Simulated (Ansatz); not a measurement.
## Polymorphs of Si3Se2

Theory: DFT PBE, scalar-relativistic, plane waves, PAW (Ansatz). Settings: cutoff 420 eV, Γ-centred meshes no coarser than 0.19 Å⁻¹ for metals and 0.3 Å⁻¹ for insulators (2π included), Gaussian smearing.

Temperature and zero-point effects are left out. Only the structures computed here compete, so a lower one can exist. The k mesh leaves about 4 meV/atom of noise in metals. No dispersion correction is applied, so the spacing between layers, chains or molecules is poorly fixed, and with it the volume and density (Si3Se2 P-62m). No run is spin-polarised.

```csv
#,started from,space group,atoms,V (Å³/atom),ΔE (meV/atom),gap on mesh (eV)
1,"anti-tetradymite type, changed",R-3m (No. 166),5,19.6,0,0.00
2,a random cell,P-62m (No. 189),5,29.5,243,0.00
3,anti-corundum type,R-3c (No. 167),10,28.7,477,0.00
```

The lowest structure: Space group R-3m (No. 166), trigonal, a = 3.736 Å, c = 24.324 Å. Around Si on Wyckoff site a (1 atom of the primitive cell) lie 6 Se at 2.59 Å; around Si on Wyckoff site c (2 atoms of the primitive cell) lie 3 Si at 2.31 Å; around Se lie 3 Si at 2.59 Å. Its energy against the elements is 0.10 eV/atom, so it is unstable even against them. Formation energies are uncorrected and refer to the lowest elemental structures computed at the same level.

Space group R-3m:H (No. 166). a = 3.736 Å, b = 3.736 Å, c = 24.324 Å, α = 90.00°, β = 90.00°, γ = 120.00°
| atom | site | symmetry | x | y | z |
| --- | --- | --- | --- | --- | --- |
| Si | 3a | -3m | 0.0000 | 0.0000 | 0.0000 |
| Si | 6c | 3m | 0.3333 | 0.6667 | 0.8506 |
| Se | 6c | 3m | 0.6667 | 0.3333 | 0.7254 |

The second: Space group P-62m (No. 189), hexagonal, a = 4.823 Å, c = 7.314 Å. Si has 2 Se at 2.53 Å and 4 Si at 2.65 Å; Se is coordinated by 3 Si at 2.53 Å.